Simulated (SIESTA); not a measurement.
# SiO2 under changes of volume

One of the cells (14.956 Å³/atom); the others are scaled copies at fixed shape and fractional positions:

```xyz
6
Lattice="-2.4773 2.4773 3.6557 2.4773 -2.4773 3.6557 2.4773 2.4773 -3.6557" Properties=species:S:1:pos:R:3 pbc="T T T"
Si    0.0000    2.4773    1.8278
Si    0.0000    0.0000    0.0000
O    -0.4795    3.7159    0.9139
O    -1.2386    1.9978    2.7418
O     1.2386    2.9568    2.7418
O     0.4795    1.2386    0.9139
```

The cell comes from a database or a generator and needn't be the stable form of this composition.

- Program: SIESTA 5.4.2
- Functional: PBEsol
- Potentials or basis: PseudoDojo 0.4 standard (PBEsol files)
- Basis: DZP (energy shift 0.003 Ry)
- Grid cutoff: 800 Ry
- Energy shift: 0.003 Ry
- k mesh: 6 × 6 × 6
- Occupations: fermi-dirac, width 0.05 eV
- Spin: no spin polarisation

| volume (Å³/atom) | energy over the lowest point (meV/atom) | pressure (GPa) | gap on the mesh (eV) | largest force (eV/Å) |
| --- | --- | --- | --- | --- |
| 14.059 | 59.84 | 15.8 | 7.00 | 1.276 |
| 14.358 | 34.32 | 11.6 | 6.90 | 1.001 |
| 14.657 | 16.33 | 7.8 | 6.79 | 0.749 |
| 14.956 | ? | ? | ? | ? |
| 15.256 | 0.00 | 1.2 | 6.47 | 0.303 |
| 15.555 | 0.46 | -1.6 | 6.30 | 0.104 |
| 15.854 | 6.00 | -4.2 | 6.12 | 0.081 |

**Question.** What does the run at 14.956 Å³/atom give?

**Answer.** Energy over the lowest point 5.12 meV/atom; pressure 4.3 GPa; gap on the mesh 6.64 eV; largest force 0.517 eV/Å.

Worked out: A Birch-Murnaghan fit of order 3 (a polynomial in V^(-2/3)) to the other rows has its minimum at 15.38 Å³/atom with B0 = V·E''(V) = 147 GPa and B' = 4.1 at fixed shape and positions, which overstates the stiffness. It gives 5.09 meV/atom at 14.956 Å³/atom, against the run's 5.12, and -dE/dV = 4.3 GPa, against 4.3. A parabola through the other rows of the gap, of slope -7.49 eV per unit of ln V there, gives 6.64 eV, against the run's 6.64.

Energies are extrapolated to zero smearing.

Caveats: the basis of atomic orbitals isn't converged, which shifts pressures, moduli and gaps; forces of over 1 eV/Å show positions far from the minimum, so gaps and moduli don't describe the material at rest (some runs).

A mesh can miss the band edges.
